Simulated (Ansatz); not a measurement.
# SiC (Moissanite 6H): the cost of one run

Method: DFT PBEsol, scalar-relativistic, plane waves, PAW, in Ansatz 0.2.0.

The COD entry's cell or inner coordinates are ideal or old and differ from later refinements, so a difference from it is no clean test against experiment.

That is the level of the relaxation; later steps name their own.

1 further run of the same task is left out (set aside as unsound or not needed).

**1. The structure to begin with**

It takes space group P6_3mc (No. 186, hexagonal). The conventional cell has a = 3.079 Å, b = 3.079 Å, c = 15.108 Å, α = 90.00°, β = 90.00°, γ = 120.00°. Si (site symmetry 3m) has 4 C at 1.89 Å as nearest neighbours. Si (site symmetry 3m) has 4 C at 1.88 to 1.89 Å as nearest neighbours. C (site symmetry 3m) has 4 Si at 1.88 to 1.89 Å as nearest neighbours. C (site symmetry 3m) has 4 Si at 1.89 Å as nearest neighbours.

As a file:

```cif
data_structure
_symmetry_space_group_name_H-M 'P6_3mc'
_symmetry_Int_Tables_number 186
_cell_length_a 3.0791
_cell_length_b 3.0791
_cell_length_c 15.1077
_cell_angle_alpha 90.000
_cell_angle_beta 90.000
_cell_angle_gamma 120.000
_cell_volume 124.04
loop_
_atom_site_label
_atom_site_type_symbol
_atom_site_symmetry_multiplicity
_atom_site_Wyckoff_symbol
_atom_site_fract_x
_atom_site_fract_y
_atom_site_fract_z
_atom_site_occupancy
Si1 Si 2 a 0.00000 0.00000 0.12503 1
Si2 Si 2 b 0.33333 0.66667 0.29182 1
Si3 Si 2 b 0.33333 0.66667 0.95831 1
C1 C 2 a 0.00000 0.00000 0.99969 1
C2 C 2 b 0.33333 0.66667 0.16683 1
C3 C 2 b 0.33333 0.66667 0.83332 1
```

This cell was relaxed beforehand with the same method: volume 10.34 Å³/atom, gap on the mesh 1.92 eV.

**2. Band edges over the whole zone**

input.yaml

```yaml
crystal:
  lattice:
    - [3.0790874996, 0.0, 0.0]
    - [-1.5395437498, 2.6665679951, 0.0]
    - [0.0, 0.0, 15.1076943089]
  atoms:
    - { symbol: Si, position: [0.0, 0.0, 0.1250346186] }
    - { symbol: Si, position: [0.0, 0.0, 0.6250346186] }
    - { symbol: Si, position: [0.3333333333, 0.6666666667, 0.2918199952] }
    - { symbol: Si, position: [0.6666666667, 0.3333333333, 0.7918199952] }
    - { symbol: Si, position: [0.3333333333, 0.6666666667, 0.958313872] }
    - { symbol: Si, position: [0.6666666667, 0.3333333333, 0.458313872] }
    - { symbol: C, position: [0.0, 0.0, -0.000314225] }
    - { symbol: C, position: [0.0, 0.0, 0.499685775] }
    - { symbol: C, position: [0.3333333333, 0.6666666667, 0.1668262173] }
    - { symbol: C, position: [0.6666666667, 0.3333333333, 0.6668262173] }
    - { symbol: C, position: [0.3333333333, 0.6666666667, 0.8333195219] }
    - { symbol: C, position: [0.6666666667, 0.3333333333, 0.3333195219] }
basis:
  ecutwfc: 420
kpoints:
  mp_grid: { grid: [12, 12, 2] }
  band_path: { path: [VBM, CBM], npoints: 2 }
hamiltonian:
  xc: pbesol
scf:
  occupations: { method: gaussian, width: 0.02 }
output:
  forces: true
  stress: true
  eigenvalues: true
```

Command:

```bash
ansatz run input.yaml --threads 2 --pin off --max-ram 5120MiB --backend cpu --events-out ev --progress --plain --runs-dir out
```

What time and memory should one allow on 2 threads of Intel Xeon at 2.70GHz, shared host?

About 30 s, with a peak of 0.46 GiB.
